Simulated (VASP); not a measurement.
A run of VASP 6.6.1 is set up as follows.

Contents of INCAR:

```
ALGO = Fast
EDIFF = 1E-7
EDIFFG = -0.005
ENCUT = 600
GGA = PS
IBRION = 2
ISIF = 3
ISMEAR = 0
LASPH = True
LCHARG = False
LREAL = False
LWAVE = False
NELM = 80
NSW = 90
PREC = Accurate
SIGMA = 0.02
```

Contents of KPOINTS:

```
k-points
0
Gamma
  9 9 6
```

Contents of POSCAR:

```
Se
1.0
    4.5048207000      0.0000000000      0.0000000000
   -2.2524103500      3.9012891700      0.0000000000
    0.0000000000      0.0000000000      4.9787963200
Se
3
Direct
    0.2178929800      0.0000000000      0.3333333300
    0.0000000000      0.2178929800      0.6666666700
    0.7821070200      0.7821070200      0.0000000000
```

Potentials or basis: VASP PAW PBE potentials, release 64 (Se).

The run is started by

```bash
$ cat potpaw_PBE.64/Se/POTCAR > POTCAR
$ mpirun -np 1 vasp_std > vasp.out
```

Problem. Estimate the relaxed cell.

Solution. a = 4.035 Å, b = 4.035 Å, c = 5.127 Å, α = 90.00°, β = 90.00°, γ = 120.00°.

Problem. Predict the band gap on the k mesh.

Solution. 0.42 eV, direct.

Problem. Estimate the space group after relaxing (to 0.05 Å).

Solution. P3_121 (No. 152).

Problem. Estimate the relaxed volume.

Solution. 24.09 Å³/atom.

The path:
```tsv
step	energy change (eV)	largest force (eV/Å)	pressure (GPa)	volume (Å³)
1	0.0000	0.1952	-0.69	87.50
2	-0.0136	0.2260	-0.45	85.92
3	-0.0469	0.3350	0.49	81.27
4	-0.0485	0.5981	3.92	72.42
5	-0.0605	0.4822	1.98	76.73
6	-0.0649	0.4530	1.90	76.49
7	-0.0767	0.3707	1.68	75.76
8	-0.0942	0.2271	1.34	74.31
9	-0.1075	0.0142	1.11	71.42
10	-0.1110	0.0155	0.66	72.01
11	-0.1140	0.0758	-0.19	73.20
12	-0.1150	0.0592	-0.15	73.18
13	-0.1172	0.0092	-0.01	73.13
14	-0.1176	0.0932	0.26	73.01
15	-0.1181	0.0488	0.14	73.06
16	-0.1184	0.0220	-0.11	73.22
17	-0.1184	0.0187	-0.15	73.24
18	-0.1186	0.0194	-0.12	73.12
19	-0.1190	0.0225	-0.04	72.76
20	-0.1188	0.0286	0.13	72.05
21	-0.1191	0.0248	0.02	72.49
22	-0.1192	0.0022	-0.07	72.46
23	-0.1192	0.0022	-0.09	72.45
24	-0.1192	0.0004	0.01	72.28
```

Caveat: the volume moved by over 15 % at a fixed basis, so the end points are rough; the PAW data sets were made with another functional, which shifts forces and pressure a little; an odd mesh through Γ misses points on the zone boundary, where band edges often lie.
